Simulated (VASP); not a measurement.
Here is a VASP 6.6.1 calculation.

The input POSCAR:

```
MoSe2
1.0
    3.3032284546      0.0000000000      0.0000000000
   -1.6516142273      2.8606797561     -0.0000000000
    0.0000000000     -0.0000000000     13.0346684918
  Mo              Se
     2     4
Direct
     0.3333333332999970    0.6666666667000030    0.2500000000000000
     0.6666666667000030    0.3333333332999970    0.7500000000000000
     0.3333333332999970    0.6666666667000030    0.6213114031463663
     0.6666666667000030    0.3333333332999970    0.1213114031463664
     0.3333333332999970    0.6666666667000030    0.8786885968536337
     0.6666666667000030    0.3333333332999970    0.3786885968536337
```

INCAR.step1

```
PREC = Accurate
ENCUT = 600
EDIFF = 1E-8
ISMEAR = 0
SIGMA = 0.03
LREAL = False
LASPH = True
NELM = 80
ALGO = Fast
ISIF = 3
LWAVE = False
LCHARG = False
GGA = MK
LUSE_VDW = True
AGGAC = 0.0
PARAM1 = 0.1234
PARAM2 = 0.711357
ZAB_VDW = -1.8867
KPAR = 2
IBRION = 2
NSW = 40
EDIFFG = -0.002
```

Contents of INCAR.step2:

```
PREC = Accurate
ENCUT = 600
EDIFF = 1E-8
ISMEAR = 0
SIGMA = 0.03
LREAL = False
LASPH = True
NELM = 80
ALGO = Fast
ISIF = 2
LWAVE = False
LCHARG = False
GGA = MK
LUSE_VDW = True
AGGAC = 0.0
PARAM1 = 0.1234
PARAM2 = 0.711357
ZAB_VDW = -1.8867
KPAR = 2
IBRION = 6
NFREE = 2
POTIM = 0.015
NSW = 1
```

Contents of KPOINTS:

```
regular mesh
0
Gamma
  9 9 2
```

Potentials or basis: VASP PAW PBE potentials, release 64 (Mo_sv, Se).

The run is started by

```console
$ cat potpaw_PBE.64/Mo_sv/POTCAR potpaw_PBE.64/Se/POTCAR > POTCAR
$ cp INCAR.step1 INCAR
$ mpirun -np 2 vasp_std > vasp.out
$ cp CONTCAR POSCAR
$ cp INCAR.step2 INCAR
$ mpirun -np 2 vasp_std > vasp.out
```

Q: What does it give for the highest phonon frequency at Γ, LO-TO splitting left out?

A: 344 cm⁻¹.

Phonon frequencies in cm⁻¹ (negative: imaginary):
| q point | frequencies |
| --- | --- |
| (0.000, 0.000, 0.000) | 0 0 0 26 26 44 163 163 164 164 235 239 277 277 277 277 341 344 |
